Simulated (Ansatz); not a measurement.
Relaxed CsPbI₃ (cubic perovskite):

```
CsPbI3
1.0
    6.39047     0.00000     0.00000
    0.00000     6.39047     0.00000
    0.00000     0.00000     6.39047
Cs Pb I
1 1 3
Direct
  0.00000   0.00000   0.00000
  0.50000   0.50000   0.50000
  0.00000   0.50000   0.50000
  0.50000   0.50000   0.00000
  0.50000   0.00000   0.50000
```

Scan: atom 4 (I, nearest neighbour Pb at 3.195 Å; its periodic images, 6.4 Å or more away, move with it) is displaced along Cartesian [111], direction (0.577, 0.577, 0.577) in Cartesian axes, by s. The other atoms stay.

The numbers are results of PBE (plane waves to 420 eV, PAW, scalar-relativistic; Ansatz, a program for electronic structure), not measurements. k mesh 4×4×4 (Γ-centred), Fermi-Dirac smearing 0.05 eV. Energies are smeared free energies. On this mesh the relaxed cell isn't quite at rest: it carries a pressure of 0.1 GPa (compression positive) at the zero of the scan. CsPbI3 was relaxed with its symmetry unable to fall. Spin-orbit coupling is left out, though I and Pb are heavy. This is a high-temperature form of CsPbI3. ΔE is measured from the undisplaced structure.

```
s (Å)   ΔE (meV/cell)
------  -------------
-0.320           31.2
-0.256           18.8
-0.192           10.0
-0.128            4.3
-0.064            1.0
0.000             0.0
0.064             1.0
0.128             4.3
0.192            10.0
0.256            18.8
0.320            31.2
```

### Question
What force constant k = d²E/ds² at s = 0 does the table give?

### Answer
0.5 eV/Å². It is the second difference of the nearest points, corrected with the next pair.

### Question
With k = 0.50 eV/Å² from the forces, is the well harmonic out to s = 0.320 Å?

### Answer
½ks² = 25.8 meV/cell against the computed 31.2 meV/cell, so the well is stiffer than harmonic there.

(A displaced cell: forces are minus the slopes of the energy, force constants its curvatures, and phonons follow from these.)
